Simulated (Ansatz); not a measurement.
Ansatz 0.2.0, vacancy hop by nudged elastic band: InSe

Run with:

```bash
ansatz run input.yaml --threads 4 --pin off --max-ram 8192MiB --backend cpu --events-out ev --progress --plain --runs-dir out
```

Input:

```yaml
crystal:
  lattice:
    - [11.019529, 0.0, 0.0]
    - [0.0, 8.219648, 0.0]
    - [0.22519, 0.0, 4.604303]
  atoms:
    - { symbol: Se, position: [0.1599417, 0.25575955, 0.48094691] }
    - { symbol: Se, position: [0.83954908, 0.25086785, 0.51773997] }
    - { symbol: Se, position: [0.34084241, 0.00190772, 0.01520049] }
    - { symbol: Se, position: [0.65851995, -0.00188462, 0.97827526] }
    - { symbol: In, position: [0.38328303, 0.25032357, 0.61459022] }
    - { symbol: In, position: [0.61645522, 0.24971887, 0.38467509] }
    - { symbol: In, position: [0.11774347, 0.00044228, 0.87549096] }
    - { symbol: In, position: [0.8830691, -0.00030146, 0.12661965] }
    - { symbol: Se, position: [0.15923568, 0.75060897, 0.47701143] }
    - { symbol: Se, position: [0.83952447, 0.7476134, 0.51733324] }
    - { symbol: Se, position: [0.33903452, 0.50059444, 0.01210236] }
    - { symbol: Se, position: [0.66270237, 0.50006939, 0.9771313] }
    - { symbol: In, position: [0.38410906, 0.7487259, 0.6176962] }
    - { symbol: In, position: [0.61683553, 0.74795806, 0.37762766] }
    - { symbol: In, position: [0.88184819, 0.5011625, 0.10631449] }
kpoints:
  mp_grid: { grid: [2, 2, 3] }
magnetization:
  spin_polarized: false
scf:
  occupations: { method: fermi_dirac, width: 0.05 }
hamiltonian:
  pseudopotentials: { kind: paw }
  xc: pbe
basis:
  ecutwfc: 420
neb:
  images: 3
  relax_end_points: true
  climbing: true
  f_tol: 0.1
  max_iterations: 40
  order_check: false
  final_atoms:
    - { symbol: Se, position: [0.1599417, 0.25575955, 0.48094691] }
    - { symbol: Se, position: [0.83954908, 0.25086785, 0.51773997] }
    - { symbol: Se, position: [0.34084241, 0.00190772, 0.01520049] }
    - { symbol: Se, position: [0.65851995, -0.00188462, 0.97827526] }
    - { symbol: In, position: [0.38328303, 0.25032357, 0.61459022] }
    - { symbol: In, position: [0.61645522, 0.24971887, 0.38467509] }
    - { symbol: In, position: [0.11774347, 0.00044228, 0.87549096] }
    - { symbol: In, position: [0.8830691, -0.00030146, 0.12661965] }
    - { symbol: Se, position: [0.15923568, 0.75060897, 0.47701143] }
    - { symbol: Se, position: [0.83952447, 0.7476134, 0.51733324] }
    - { symbol: Se, position: [0.33903452, 0.50059444, 0.01210236] }
    - { symbol: Se, position: [0.66270237, 0.50006939, 0.9771313] }
    - { symbol: In, position: [0.38410906, 0.7487259, 0.6176962] }
    - { symbol: In, position: [0.61683553, 0.74795806, 0.37762766] }
    - { symbol: In, position: [1.11445719, 0.49871345, -0.12692146] }
```

Origin of the cell: a database entry, scaled a little.

The cell is 1×2×1 cells of InSe with one In taken out; atom 15 (In) hops into the empty site, 2.73 Å away before the end points are relaxed. All atoms were shaken by about 0.02 Å first.

Output (shortened):

```
SCF iter   1: F=—  HF=-82941.476792 eV  Δρ=3.10e-3  dr2=1.58e-1  defer=20
SCF iter   2: F=—  HF=-82941.458648 eV  Δρ=1.56e-3  dr2=2.73e-2  defer=123
SCF iter   3: F=—  HF=-82941.456493 eV  Δρ=8.94e-4  dr2=1.02e-2  defer=123
[… 4 lines left out …]
SCF iter   8: F=—  HF=-82941.454361 eV  Δρ=1.14e-5  dr2=1.34e-6  defer=123
SCF iter   9: F=—  HF=-82941.454361 eV  Δρ=4.84e-6  dr2=3.15e-7  defer=123
SCF iter  10: F=-82941.454361 eV  HF=-82941.454361 eV  Δρ=2.45e-6  dr2=8.50e-8
NEB iter   1: max|band force component| = 2.560e-1 eV/Å  barrier→ = 0.0758 eV  barrier← = 0.1009 eV  CI = image 2  Δτ_max = 0.1161 Å  (55 SCF iters)
NEB iter   2: max|band force component| = 1.926e-1 eV/Å  barrier→ = 0.0636 eV  barrier← = 0.0886 eV  CI = image 2  Δτ_max = 0.0650 Å  (30 SCF iters)
NEB iter   3: max|band force component| = 9.275e-2 eV/Å  barrier→ = 0.0420 eV  barrier← = 0.0670 eV  CI = image 2  Δτ_max = 0.0837 Å  (26 SCF iters)
NEB iter   4: max|band force component| = 4.794e-1 eV/Å  barrier→ = 0.0369 eV  barrier← = 0.0619 eV  CI = image 2  Δτ_max = 0.0496 Å  (9 SCF iters)
NEB iter   5: max|band force component| = 7.132e-2 eV/Å  barrier→ = 0.0339 eV  barrier← = 0.0590 eV  CI = image 2  Δτ_max = 0.0268 Å  (24 SCF iters)
NEB iter   6: max|band force component| = 1.240e-1 eV/Å  barrier→ = 0.0322 eV  barrier← = 0.0572 eV  CI = image 2  Δτ_max = 0.0389 Å  (8 SCF iters)
NEB iter   7: max|band force component| = 4.803e-2 eV/Å  barrier→ = 0.0318 eV  barrier← = 0.0568 eV  CI = image 2  Δτ_max = 0.0000 Å  (22 SCF iters)
--- NEB band (5 images, 7 band iterations, 174 SCF iterations, 381 more in tests of the images' electronic states and relaxations of end points) ---
  forward barrier  = 0.031750 eV
  backward barrier = 0.056789 eV
  lagrangian_above_aufbau_ev (what the smearing adds, to first order; not taken off the barriers): saddle image -0.019721 eV, end points -0.011715 and -0.013865 eV
  climbing image's point = of an order that was not read
  energies are F+E_penalty+E_count in eV, relative to image 0
  image     s (Å)  Δ vs image 0  max|band force component| (eV/Å)
      0    0.0000      0.000000                                 —
      1    0.3900      0.021714                          3.213e-2
  *   2    0.7801      0.031750                          2.086e-2
      3    1.4289      0.001215                          4.803e-2
      4    2.0778     -0.025039                                 —
```

The converged band:

| image | path over all atoms (Å) | ΔF (eV) | In x | y | z (Å) |
| --- | --- | --- | --- | --- | --- |
| 0 | 0.00 | 0.000 | 10.77 | 4.11 | -0.56 |
| 1 | 0.39 | 0.022 | 10.86 | 4.14 | -0.25 |
| 2 | 0.78 | 0.032 | 11.02 | 4.14 | 0.07 |
| 3 | 1.43 | 0.001 | 11.16 | 4.27 | 0.55 |
| 4 | 2.08 | -0.025 | 11.21 | 4.35 | 0.87 |

Relaxed start, forces in eV/Å:

```xyz
15
Lattice="11.020 0.000 0.000 0.000 8.220 0.000 0.225 0.000 4.604" Properties=species:S:1:pos:R:3:forces:R:3 pbc="T T T" image=0
Se    1.679    2.190    2.478    0.002    0.001    0.000
Se    9.426    2.320    2.088    0.000    0.002    0.000
Se    3.719    0.002    0.208   -0.001    0.000    0.001
Se    7.421    0.002    4.589   -0.001    0.000    0.002
In    4.244    1.993    2.984   -0.003   -0.001   -0.002
In    6.839    1.990    1.833   -0.001   -0.002    0.002
In    1.375    0.002    3.995    0.003    0.000   -0.001
In    9.770    0.002    0.793    0.000    0.000    0.003
Se    1.679    6.033    2.478    0.002   -0.001   -0.001
Se    9.426    5.904    2.089    0.000   -0.002    0.000
Se    4.215    4.112    0.173    0.005    0.000    0.003
Se    6.817    4.112    4.627   -0.001    0.000   -0.001
In    4.243    6.231    2.984   -0.003    0.001   -0.002
In    6.839    6.234    1.833   -0.001    0.002    0.002
In   10.768    4.111   -0.560    0.001    0.000   -0.005
```

Highest image (2), forces in eV/Å:

```xyz
15
Lattice="11.020 0.000 0.000 0.000 8.220 0.000 0.225 0.000 4.604" Properties=species:S:1:pos:R:3:forces:R:3 pbc="T T T" image=2
Se    1.740    2.276    2.490   -0.005   -0.005   -0.008
Se    9.496    2.254    2.111    0.001    0.001   -0.004
Se    3.766   -0.003    0.097   -0.008   -0.004   -0.015
Se    7.482   -0.006    4.461    0.001    0.001    0.012
In    4.318    1.978    2.851    0.002   -0.011   -0.003
In    6.921    1.978    1.699   -0.002   -0.008    0.004
In    1.420    0.008    3.871    0.012   -0.001   -0.002
In    9.825    0.005    0.703   -0.012   -0.007   -0.003
Se    1.738    5.960    2.479   -0.001    0.002   -0.002
Se    9.498    5.967    2.113   -0.009    0.016   -0.003
Se    4.322    4.104    0.043   -0.001    0.003    0.015
Se    6.925    4.104    4.512    0.002    0.004   -0.011
In    4.319    6.229    2.856   -0.002    0.018   -0.003
In    6.920    6.231    1.698    0.001    0.006    0.003
In   11.024    4.142    0.072    0.020   -0.016    0.019
```

Relaxed end, forces in eV/Å:

```xyz
15
Lattice="11.020 0.000 0.000 0.000 8.220 0.000 0.225 0.000 4.604" Properties=species:S:1:pos:R:3:forces:R:3 pbc="T T T" image=4
Se    1.897    1.988    2.047    0.000   -0.005    0.002
Se    9.589    2.294    2.178   -0.001    0.002   -0.002
Se    3.889   -0.113   -0.105    0.001    0.000    0.001
Se    7.539    0.086    4.351    0.001    0.002    0.002
In    4.424    1.919    2.676    0.001    0.001   -0.003
In    7.030    2.057    1.607    0.002   -0.003   -0.004
In    1.512    0.065    3.854   -0.003   -0.001   -0.001
In    9.873    0.138    0.578   -0.001   -0.005    0.000
Se    1.740    5.665    2.879    0.001   -0.002    0.000
Se    9.502    6.210    2.173   -0.001    0.000   -0.003
Se    4.419    4.045   -0.102    0.001   -0.002    0.004
Se    7.022    4.121    4.350    0.002    0.005    0.001
In    4.358    6.131    2.661   -0.002    0.003   -0.001
In    6.958    6.267    1.499   -0.003    0.000    0.004
In   11.215    4.345    0.872    0.001    0.004    0.000
```

Barrier of this path: 0.03 eV forwards, 0.06 eV backwards, after 7 band iterations.

Caveats: no moments, though an odd count or open d shells may carry them; the k mesh is coarse if the cell is a metal; a small cell with a neutral vacancy and no spin, whose shape can make like sites unlike; the cell is held at a rescaled volume, and strain moves barriers; the hop was drawn among near neighbours and need not be the easiest path; few images and a loose tolerance, and neither the top nor the ends were tested for their order.

It ran for 10 min on 4 threads of Arm Neoverse V2, with other jobs on the host, peak memory 2.4 GiB, from the program's own first density.
